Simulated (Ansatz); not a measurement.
**(001) slab of diamond Si, 25.8 Å thick as cut, ended by OH**

Ansatz, PAW, plane waves, no spin–orbit coupling unless named; atoms relaxed with PBEsol, the curve by HSE06. The curve holds the local part of the PAW potentials, so its shape inside matter depends on the files.

```
CELL_PARAMETERS angstrom
5.43279 5.43279 0.00000
-5.43279 5.43279 0.00000
0.00000 0.00000 41.30575
ATOMIC_POSITIONS crystal
Si 0.99822 0.90872 0.19132
Si 0.99989 0.00581 0.31941
Si 0.99994 0.99864 0.45059
Si 0.99980 0.00040 0.58265
Si 0.99975 0.99970 0.71135
Si 0.49889 0.59328 0.19114
Si 0.50013 0.49432 0.31927
Si 0.49990 0.50143 0.45087
Si 0.49985 0.49961 0.58162
Si 0.49969 0.50031 0.71556
Si 0.24885 0.98827 0.22086
Si 0.24992 0.00383 0.35225
Si 0.24992 0.99906 0.48340
Si 0.24980 0.00031 0.61568
Si 0.24974 0.00058 0.74353
Si 0.74913 0.51140 0.22065
Si 0.75008 0.49625 0.35212
Si 0.74990 0.50099 0.48376
Si 0.74983 0.49969 0.61428
Si 0.74970 0.49988 0.74905
Si 0.99902 0.59329 0.19113
Si 0.00007 0.49430 0.31927
Si 0.99991 0.50143 0.45087
Si 0.99983 0.49960 0.58162
Si 0.99973 0.50030 0.71555
Si 0.49793 0.90862 0.19133
Si 0.49993 0.00581 0.31941
Si 0.49993 0.99864 0.45059
Si 0.49981 0.00040 0.58265
Si 0.49970 0.99970 0.71135
Si 0.24912 0.51135 0.22068
Si 0.25008 0.49624 0.35211
Si 0.24989 0.50099 0.48377
Si 0.24983 0.49970 0.61428
Si 0.24969 0.49989 0.74906
Si 0.74884 0.98835 0.22079
Si 0.74991 0.00383 0.35226
Si 0.74992 0.99904 0.48340
Si 0.74979 0.00030 0.61569
Si 0.74973 0.00065 0.74351
Si 0.25003 0.74936 0.25652
Si 0.25001 0.74973 0.38433
Si 0.24985 0.75099 0.51662
Si 0.24987 0.74621 0.64775
Si 0.25097 0.76172 0.77922
Si 0.75009 0.25019 0.25094
Si 0.74995 0.25034 0.38573
Si 0.74990 0.24905 0.51625
Si 0.74970 0.25379 0.64790
Si 0.75062 0.23869 0.77934
Si 0.00002 0.24974 0.28446
Si 0.99995 0.25043 0.41839
Si 0.99988 0.24861 0.54915
Si 0.99970 0.25573 0.68074
Si 0.00077 0.15675 0.80888
Si 0.50011 0.75033 0.28866
Si 0.49998 0.74964 0.41737
Si 0.49984 0.75140 0.54942
Si 0.49987 0.74424 0.68061
Si 0.50182 0.84140 0.80870
Si 0.25008 0.25018 0.25098
Si 0.24996 0.25034 0.38573
Si 0.24989 0.24905 0.51625
Si 0.24970 0.25380 0.64789
Si 0.25062 0.23867 0.77935
Si 0.75004 0.74947 0.25648
Si 0.75000 0.74974 0.38433
Si 0.74986 0.75099 0.51662
Si 0.74987 0.74621 0.64776
Si 0.75097 0.76176 0.77918
Si 0.00000 0.75032 0.28867
Si 0.00000 0.74964 0.41737
Si 0.99984 0.75140 0.54942
Si 0.99989 0.74423 0.68061
Si 0.00167 0.84134 0.80870
Si 0.50013 0.24974 0.28446
Si 0.49993 0.25043 0.41840
Si 0.49989 0.24862 0.54915
Si 0.49966 0.25573 0.68075
Si 0.50080 0.15675 0.80888
O 0.98612 0.99589 0.15409
O 0.49914 0.53115 0.15242
O 0.99951 0.53067 0.15244
O 0.48472 0.99552 0.15408
O 0.00024 0.21926 0.84758
O 0.51489 0.75447 0.84594
O 0.01412 0.75419 0.84593
O 0.50034 0.21899 0.84759
H 0.08307 0.96533 0.14000
H 0.48242 0.40758 0.14844
H 0.98317 0.40697 0.14854
H 0.58076 0.96428 0.13983
H 0.01695 0.34290 0.85150
H 0.41892 0.78582 0.86019
H 0.91746 0.78489 0.86007
H 0.51728 0.34256 0.85155
```

Planar mean of the electrostatic potential energy along the normal, from the vacuum level:

z (Å), v (eV) and a bar:
```
     0.00       0.00 ##############################
     0.29       0.00 ##############################
     0.72       0.00 ##############################
     1.00       0.00 ##############################
     1.29       0.00 ##############################
     1.72       0.00 ##############################
     2.01       0.00 ##############################
     2.29       0.00 ##############################
     2.73       0.00 ##############################
     3.01       0.00 ##############################
     3.44       0.00 ##############################
     3.73       0.00 ##############################
     4.02       0.00 ##############################
     4.45      -0.01 ##############################
     4.73      -0.05 ##############################
     5.02      -0.14 ##############################
     5.45      -0.75 ############################
     5.74      -2.36 #######################
     6.02      -4.72 #################
     6.45      -5.18 ################
     6.74      -3.90 ###################
     7.03      -3.28 #####################
     7.46      -7.45 #########
     7.74      -9.98 ##
     8.03     -10.52 #
     8.46      -9.39 ####
     8.75      -9.93 ##
     9.18     -10.74 
     9.47      -9.54 ###
     9.75      -8.17 #######
    10.18      -9.50 ###
    10.47     -10.32 #
    10.76      -9.62 ###
    11.19      -8.17 #######
    11.47      -9.27 ####
    11.76     -10.37 #
    12.19      -9.27 ####
    12.48      -8.08 #######
    12.76      -8.98 #####
    13.19     -10.54 #
    13.48      -9.68 ###
    13.77      -8.16 #######
    14.20      -9.35 ####
    14.49     -10.47 #
    14.92      -9.24 ####
    15.20      -8.00 ########
    15.49      -8.96 #####
    15.92     -10.50 #
    16.21      -9.60 ###
    16.49      -8.12 #######
    16.92      -9.42 ####
    17.21     -10.48 #
    17.50      -9.93 ##
    17.93      -7.99 ########
    18.21      -9.04 #####
    18.50     -10.37 #
    18.93      -9.55 ###
    19.22      -8.09 #######
    19.51      -8.65 ######
    19.94     -10.50 #
    20.22      -9.88 ##
    20.65      -7.98 ########
    20.94      -9.10 #####
    21.23     -10.39 #
    21.66      -9.48 ####
    21.94      -8.06 #######
    22.23      -8.72 ######
    22.66     -10.51 #
    22.95      -9.83 ###
    23.23      -8.28 #######
    23.66      -9.16 ####
    23.95     -10.41 #
    24.24     -10.12 ##
    24.67      -8.05 ########
    24.96      -8.78 #####
    25.24     -10.23 #
    25.67      -9.76 ###
    25.96      -8.23 #######
    26.25      -8.44 ######
    26.68     -10.44 #
    26.96     -10.07 ##
    27.39      -8.02 ########
    27.68      -8.85 #####
    27.97     -10.29 #
    28.40      -9.77 ###
    28.68      -8.30 #######
    28.97      -8.50 ######
    29.40     -10.37 #
    29.69      -9.97 ##
    29.98      -8.57 ######
    30.41      -8.90 #####
    30.69     -10.14 ##
    30.98     -10.08 ##
    31.41      -8.17 #######
    31.70      -8.72 ######
    31.98     -10.29 #
    32.41     -10.48 #
    32.70      -9.48 ####
    33.13     -10.16 ##
    33.42     -10.51 #
    33.70      -8.94 #####
    34.13      -4.22 ##################
    34.42      -3.33 #####################
    34.71      -4.55 #################
    35.14      -5.36 ###############
    35.43      -3.67 ####################
    35.71      -1.32 ##########################
    36.14      -0.24 #############################
    36.43      -0.08 ##############################
    36.72      -0.03 ##############################
    37.15      -0.01 ##############################
    37.43       0.00 ##############################
    37.72       0.00 ##############################
    38.15       0.00 ##############################
    38.44       0.00 ##############################
    38.87       0.00 ##############################
    39.15       0.00 ##############################
    39.44       0.00 ##############################
    39.87       0.00 ##############################
    40.16       0.00 ##############################
    40.45       0.00 ##############################
    40.88       0.00 ##############################
    41.16       0.00 ##############################
```

(1) How far below the vacuum level do the top filled and the lowest empty level lie, by each functional?

Answers

(1) PBEsol: 4.42 and 3.86 eV (gap 0.55 eV, a 3×3×1 mesh); HSE06: 4.92 and 3.65 eV (gap 1.27 eV, a 2×2×1 mesh). Either level can be a surface state and not a band edge of the crystal.
